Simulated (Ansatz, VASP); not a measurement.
## Se in VASP and in Ansatz

Contents of INCAR:

```
PREC = Accurate
ENCUT = 520
EDIFF = 1E-6
ISMEAR = 0
SIGMA = 0.05
LREAL = False
LASPH = True
NELM = 100
ALGO = Normal
ISIF = 2
LWAVE = False
LCHARG = False
GGA = PS
NBANDS = 27
```

KPOINTS

```
Automatic mesh
0
Gamma
  6 6 6
```

POSCAR

```
Se
1.0
    5.3514623836      3.0896682477      1.5222232904
   -5.3514623836      3.0896682477      1.5222232904
    0.0000000000     -6.1793364955      1.5222232902
Se
6
Direct
    0.3025245761      0.1671748822      0.9090848799
    0.9090848799      0.3025245761      0.1671748822
    0.1671748822      0.9090848799      0.3025245761
    0.6974754239      0.8328251178      0.0909151201
    0.0909151201      0.6974754239      0.8328251178
    0.8328251178      0.0909151201      0.6974754239
```

Input for Ansatz:

```yaml
crystal:
  lattice:
    - [5.3514623836, 3.0896682477, 1.5222232904]
    - [-5.3514623836, 3.0896682477, 1.5222232904]
    - [0.0, -6.1793364955, 1.5222232902]
  atoms:
    - { symbol: Se, position: [0.3025245761, 0.1671748822, 0.9090848799] }
    - { symbol: Se, position: [0.9090848799, 0.3025245761, 0.1671748822] }
    - { symbol: Se, position: [0.1671748822, 0.9090848799, 0.3025245761] }
    - { symbol: Se, position: [0.6974754239, 0.8328251178, 0.0909151201] }
    - { symbol: Se, position: [0.0909151201, 0.6974754239, 0.8328251178] }
    - { symbol: Se, position: [0.8328251178, 0.0909151201, 0.6974754239] }
basis:
  ecutwfc: 420
kpoints:
  mp_grid: { grid: [6, 6, 6] }
hamiltonian:
  xc: pbesol
scf:
  occupations: { method: gaussian, width: 0.05 }
output:
  forces: true
  stress: true
  eigenvalues: true
  write_density: true
  write_potential: true
  elf: true
  volumetric_format: npy
```

This isn't the form of Se at room conditions, which is trigonal, of chains.

Alike in both runs: task single point; functional PBEsol; k mesh 6 × 6 × 6; occupations gaussian, width 0.05 eV; no spin polarisation.

|  | VASP | Ansatz |
| --- | --- | --- |
| version | VASP 6.6.1 | Ansatz 0.2.0 |
| potentials or method | VASP PAW PBE potentials, release 64 (Se) | scalar-relativistic, plane waves, PAW |
| plane-wave cutoff (eV) | 520 | 420 |
| valence electrons in the cell | 36 | 96 |

```tsv
	VASP	Ansatz	Ansatz less VASP
gap on the k mesh at the Fermi level (eV)	0.98	0.98	0.000
least direct gap on the mesh (eV)	1.10	1.11	+0.001
pressure (GPa)	0.2	0.0	-0.16
rms of the force components (eV/Å)	0.018	0.001	-0.0174
```

Atom by atom the forces differ by 0.019 eV/Å (rms over components). The functional is the same, so the differences come from potentials, cutoffs and numerics. The two sets of potentials don't hold the same shells in valence.

Caveats: the PAW data sets were made with another functional, which shifts forces and pressure a little (VASP). A k mesh can miss the band edges.
